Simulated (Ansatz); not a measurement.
The system is SiO2.

```xyz
12
Lattice="-2.6233 4.7768 4.4417 2.6233 -4.7768 4.4417 2.6233 4.7768 -4.4417" Properties=species:S:1:pos:R:3 pbc="T T T"
Si    2.6233   -0.8083    3.0643
Si    2.6233    3.9685   -3.0643
Si    0.0000    5.5850    1.3774
Si    0.0000    0.8083    7.5059
O     0.0000    4.7768    0.0000
O     0.0000    0.0000    0.0000
O    -1.3117    5.1892    2.2208
O     1.3117   -0.4125    2.2208
O     1.3117    4.3643   -2.2208
O     1.3117    5.1892    2.2208
O     0.0000    7.1651    1.0599
O     2.6233   -2.3884    3.3818
```

The cell comes from a database or a generator and needn't be the stable form of this composition.

Base run:

* Program: Ansatz 0.2.0
* Functional: r2SCAN
* Potentials or basis: Ansatz PAW
* Cutoff: 500 eV (not typed: the program's choice for these potentials)
* k mesh: 6 × 6 × 6
* Occupations: fermi-dirac, width 0.05 eV
* Spin: no spin polarisation

Its results: band gap on the k mesh 6.19 eV, direct; pressure 0.1 GPa; largest force 0.060 eV/Å.

The run is repeated on the same cell with these changes: functional from r2SCAN to LDA; cutoff from 500 eV (not typed: the program's choice for these potentials) to 420 eV (not typed: the program's choice for these potentials). What comes out?

Band gap on the k mesh 5.42 eV, direct; pressure -1.2 GPa; largest force 0.103 eV/Å.

r2SCAN gives the wider gap, since meta-GGAs in the generalised Kohn-Sham scheme recover part of the derivative discontinuity.

Caveats: the PAW data sets come from PBE, with cores solved anew for the run's functional, which leaves a small shift of forces and pressure.
